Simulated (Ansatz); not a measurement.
# Ligand exchange: C3H6O + SnH3(NH2) → C2H5NO + SnH3(CH3)

Species: C3H6O (acetone) `CC(C)=O`, singlet; SnH3(NH2), singlet; C2H5NO (acetamide) `CC(N)=O`, singlet; SnH3(CH3), singlet. The partners trade CH3 for NH2: C–CH3 and Sn–NH2 bonds give way to C–NH2 and Sn–CH3.

Shapes, held fixed at every level: PBE0-D4/def2-TZVP. Flexible molecules stand in one conformer, not always the lowest. Programs: Ansatz 0.2.0. The zero-point and thermal change to 298 K, harmonic and unscaled (PBE0-D4/def2-TZVP), is +1.9 kJ/mol.

Q: Estimate ΔH(298 K) of this reaction.

A: The highest level, CCSD(T)/def2-TZVPP, gives ΔH(298 K) = -35.2 kJ/mol; the levels span -58.9 to -35.2. The column of differences is taken from that level and isn't an error. No measured value is set beside it here. For atoms past krypton def2 sets carry core potentials with scalar relativity. Correlated rows may include outer-core shells of Sn, which these sets cover unevenly.

```json
{"level": "SPW92/def2-TZVPP", "kind": "LDA", "ΔH(298 K) (kJ/mol)": "-58.9", "less CCSD(T)/def2-TZVPP": "-23.7"}
{"level": "B3LYP-D4/def2-TZVPP", "kind": "global hybrid", "ΔH(298 K) (kJ/mol)": "-41.9", "less CCSD(T)/def2-TZVPP": "-6.7"}
{"level": "wB97M-V/def2-TZVPP", "kind": "range-separated hybrid", "ΔH(298 K) (kJ/mol)": "-40.4", "less CCSD(T)/def2-TZVPP": "-5.2"}
{"level": "wB97X-V/def2-TZVPP", "kind": "range-separated hybrid", "ΔH(298 K) (kJ/mol)": "-40.0", "less CCSD(T)/def2-TZVPP": "-4.8"}
{"level": "MP2/def2-SVP", "kind": "perturbation theory", "ΔH(298 K) (kJ/mol)": "-43.6", "less CCSD(T)/def2-TZVPP": "-8.4"}
{"level": "CCSD/def2-SVP", "kind": "coupled cluster or CI", "ΔH(298 K) (kJ/mol)": "-40.6", "less CCSD(T)/def2-TZVPP": "-5.4"}
{"level": "CCSD(T)/def2-TZVPP", "kind": "coupled cluster or CI", "ΔH(298 K) (kJ/mol)": "-35.2", "less CCSD(T)/def2-TZVPP": "0.0"}
```
